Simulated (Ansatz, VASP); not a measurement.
**KI: VASP beside Ansatz**

The input INCAR:

```
SYSTEM = KI
PREC = Accurate
ENCUT = 520
EDIFF = 1E-6
ISMEAR = 0
SIGMA = 0.05
LREAL = .FALSE.
LASPH = .TRUE.
NELM = 100
ALGO = Normal
ISIF = 2
LWAVE = .FALSE.
LCHARG = .TRUE.
GGA = PE
LELF = .TRUE.
LVHAR = .TRUE.
NBANDS = 15
```

KPOINTS

```
Automatic mesh
0
G
  6 6 6
  0 0 0
```

File POSCAR:

```
KI
1.0
    0.0000000000      3.6831074658      3.5873258652
    3.6831074658      0.0000000000      3.5873258652
    3.6831074658      3.6831074658      0.0000000000
K I
1 1
Direct
    0.0000000000      0.0000000000      0.0000000000
    0.5000000000      0.5000000000      0.5000000000
```

Input for Ansatz:

```yaml
crystal:
  lattice:
    - [0.0, 3.6831074658, 3.5873258652]
    - [3.6831074658, 0.0, 3.5873258652]
    - [3.6831074658, 3.6831074658, 0.0]
  atoms:
    - { symbol: K, position: [0.0, 0.0, 0.0] }
    - { symbol: I, position: [0.5, 0.5, 0.5] }
basis:
  ecutwfc: 420
kpoints:
  mp_grid: { grid: [6, 6, 6] }
hamiltonian:
  xc: pbe
scf:
  occupations: { method: gaussian, width: 0.05 }
output:
  forces: true
  stress: true
  eigenvalues: true
```

Change from the starting cell: mode 6 frozen in at -0.000 Å, equal normal strain along x and y +0.0267.

Alike in both runs: task single point; functional PBE; k mesh 6 × 6 × 6; occupations gaussian, width 0.05 eV; no spin polarisation.

|  | VASP | Ansatz |
| --- | --- | --- |
| version | VASP 6.6.1 | Ansatz 0.2.0 |
| potentials or method | VASP PAW PBE potentials, release 64 (K_sv, I) | scalar-relativistic, plane waves, PAW |
| plane-wave cutoff (eV) | 520 | 420 |
| valence electrons in the cell | 16 | 26 |

```csv
,VASP,Ansatz,Ansatz less VASP
gap on the k mesh at the Fermi level (eV),3.75,3.75,+0.004
least direct gap on the mesh (eV),3.75,3.75,+0.004
pressure (GPa),-0.4,-0.4,-0.02
largest component of the traceless stress (GPa),0.28,0.28,-0.004
```

The two sets of potentials don't hold the same shells in valence.

Caveats: spin-orbit coupling is left out, which moves the levels of the heavy elements.
